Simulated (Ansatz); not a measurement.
## Convergence of SrO

```
CELL_PARAMETERS angstrom
0.00000 2.56980 2.56980
2.56980 0.00000 2.56980
2.56980 2.56980 0.00000
ATOMIC_POSITIONS crystal
Sr 0.00000 0.00000 0.00000
O 0.50000 0.50000 0.50000
```

Atoms are numbered in the order listed.

The cell is COD entry 1100027, as deposited and not checked against the literature; nothing was relaxed. It is an old determination, and later ones may differ.

All numbers below come from Ansatz 0.2.0, DFT, PBE, all-electron LAPW, scalar-relativistic.

Sampling and basis: a Γ-centred 8×8×8 k mesh, Fermi–Dirac smearing of 0.02 eV, basis error target 0.25 meV/atom, no spin polarisation. One setting is then changed at a time.

```csv
basis error target (meV/atom),free energy less the base's (meV/atom),P (GPa),gap on the mesh (eV),cutoff chosen (eV)
0.25 (base),0.0,2.92,3.311,253
3,?,2.93,3.312,190
10,2.7,2.93,3.313,162
30,?,2.96,3.315,138
0.1,0.0,2.92,3.311,279
```

(1) Give the missing entry: row "3", column "free energy less the base's (meV/atom)".

(2) What belongs in the row "30", column "free energy less the base's (meV/atom)"?

Answers

(1) 0.8.

(2) 8.6.
